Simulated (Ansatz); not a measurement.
An Ansatz input and the part of its output that reports the observables at the nuclei.

The start is an entry of the Crystallography Open Database (COD).

```yaml
crystal:
  lattice:
    - [4.53, 0.0, 0.0]
    - [0.0, 4.53, 0.0]
    - [0.0, 0.0, 2.869]
  atoms:
    - { symbol: V, position: [0.0, 0.0, 0.0], spin: 1.0 }
    - { symbol: V, position: [0.5, 0.5, 0.5], spin: 1.0 }
    - { symbol: O, position: [0.305, 0.305, 0.0] }
    - { symbol: O, position: [0.195, 0.805, 0.5] }
    - { symbol: O, position: [0.695, 0.695, 0.0] }
    - { symbol: O, position: [0.805, 0.195, 0.5] }
magnetization:
  spin_polarized: true
kpoints:
  mp_grid: { grid: [4, 4, 7] }
scf:
  occupations: { method: fermi_dirac, width: 0.02 }
hamiltonian:
  xc: pbe
  pseudopotentials: { kind: paw, frozen_core: stored }
output:
  forces: true
  stress: true
  populations: true
  efg: { quadrupole_moments_barn: { V: -0.052, O: -0.02558 } }
relax:
  f_tol: 0.02
  max_steps: 60
```

```sh
ansatz run input.yaml --threads 1 --pin off --max-ram 3072MiB --backend cpu --events-out ev --progress --plain --runs-dir out
```

The run relaxes the ions first, and the block belongs to the relaxed positions.

Of the output, the block on the nuclei alone is shown; the set-up, the SCF iterations, energies, forces and stress are cut.

```
--- PAW observables at the nuclei: V_zz in 10²¹ V/m², potentials from the cell's mean, atoms counted from 1 ---
  atom   1  V  V_zz =    +0.634803   η = 0.5484   by run symmetry: allowed   C_q = -0.7982 MHz
            electrostatic potential = -2690.468278 V   contact ρ = 66009.283679 e/Å³   contact ρ_s (e/Å³): all electrons -0.512431, valence +1.299843
  atom   2  V  V_zz =    +0.634803   η = 0.5484   by run symmetry: allowed   C_q = -0.7982 MHz
            electrostatic potential = -2690.468278 V   contact ρ = 66009.283679 e/Å³   contact ρ_s (e/Å³): all electrons -0.512431, valence +1.299843
  atom   3  O  V_zz =    -3.018101   η = 0.7601   by run symmetry: allowed   C_q = +1.8668 MHz
            electrostatic potential = -624.936367 V   contact ρ = 2157.705956 e/Å³   contact ρ_s (e/Å³): all electrons -0.122439, valence -0.202506
  atom   4  O  V_zz =    -3.018101   η = 0.7601   by run symmetry: allowed   C_q = +1.8668 MHz
            electrostatic potential = -624.936367 V   contact ρ = 2157.705956 e/Å³   contact ρ_s (e/Å³): all electrons -0.122439, valence -0.202506
  atom   5  O  V_zz =    -3.018101   η = 0.7601   by run symmetry: allowed   C_q = +1.8668 MHz
            electrostatic potential = -624.936367 V   contact ρ = 2157.705956 e/Å³   contact ρ_s (e/Å³): all electrons -0.122439, valence -0.202506
  atom   6  O  V_zz =    -3.018101   η = 0.7601   by run symmetry: allowed   C_q = +1.8668 MHz
            electrostatic potential = -624.936367 V   contact ρ = 2157.705956 e/Å³   contact ρ_s (e/Å³): all electrons -0.122439, valence -0.202506
```

The relaxation (4 steps) took 11 s of wall time (10 s of CPU time) and 0.46 GiB at its peak, on 1 thread of AMD EPYC 9R14 (Zen 4) (x86_64; 16 cores open to the job, memory cap 3.0 GiB, no GPU), a shared host with a load of 0.2 a core.

With no gap above 0.1 eV, as in a metal, the gradients converge slowly in k; expect changes of a tenth or more on a denser mesh. Semilocal functionals can leave a metal where correlation in the d or f shell opens a gap in the real compound, and that would change the values at and beside V. All moments are parallel here, as the start or the cell imposes; many such compounds order antiparallel, where fields and spin densities carried over to other atoms largely cancel. The magnetic order is the one that the run reached from its start moments, not necessarily the measured one.
